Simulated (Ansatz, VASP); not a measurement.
# Two plane-wave programs on Sb

Contents of INCAR:

```
SYSTEM = Sb
ALGO = Normal ; EDIFF = 1E-6
ENCUT = 520 ; GGA = PE
ISIF = 2 ; ISMEAR = 0
IVDW = 12 ; LASPH = .True.
LCHARG = .False. ; LREAL = .False.
LWAVE = .False. ; NBANDS = 12
NELM = 100 ; PREC = Accurate
SIGMA = 0.1
```

File KPOINTS:

```
k-points
0
Gamma
  6 6 6
  0 0 0
```

Contents of POSCAR:

```
Sb
1.0
    2.1542000000      1.2437279499      3.7580000000
   -2.1542000000      1.2437279499      3.7580000000
    0.0000000000     -2.4874558998      3.7580000000
Sb
2
Direct
    0.2334900000      0.2334900000      0.2334900000
    0.7665100000      0.7665100000      0.7665100000
```

Input for Ansatz:

```yaml
crystal:
  lattice:
    - [2.1542, 1.2437279499, 3.758]
    - [-2.1542, 1.2437279499, 3.758]
    - [0.0, -2.4874558998, 3.758]
  atoms:
    - { symbol: Sb, position: [0.23349, 0.23349, 0.23349] }
    - { symbol: Sb, position: [0.76651, 0.76651, 0.76651] }
basis:
  ecutwfc: 420
kpoints:
  mp_grid: { grid: [6, 6, 6] }
hamiltonian:
  xc: pbe
  dispersion: d3bj
scf:
  occupations: { method: gaussian, width: 0.1 }
output:
  forces: true
  stress: true
  eigenvalues: true
```

Alike in both runs: task single point; functional PBE; dispersion D3(BJ); k mesh 6 × 6 × 6; occupations gaussian, width 0.1 eV; no spin polarisation.

```csv
,VASP,Ansatz
version,VASP 6.6.1,Ansatz 0.2.0
potentials or method,"VASP PAW PBE potentials, release 64 (Sb)","scalar-relativistic, plane waves, PAW"
plane-wave cutoff (eV),520,420
valence electrons in the cell,10,30
```

```tsv
	VASP	Ansatz	Ansatz less VASP
gap on the k mesh at the Fermi level (eV)	none	none	-
pressure (GPa)	0.2	0.2	-0.07
largest component of the traceless stress (GPa)	0.26	0.23	-0.029
rms of the force components (eV/Å)	0.063	0.040	-0.0235
```

Atom by atom the forces differ by 0.024 eV/Å (rms over components). A gap of «none» marks a metal or a gap that the smearing closes. The two sets of potentials don't hold the same shells in valence.

Caveats: pairwise dispersion overbinds metals, which lowers pressure and volume. Spin-orbit coupling is left out, which matters for the levels of Sb.
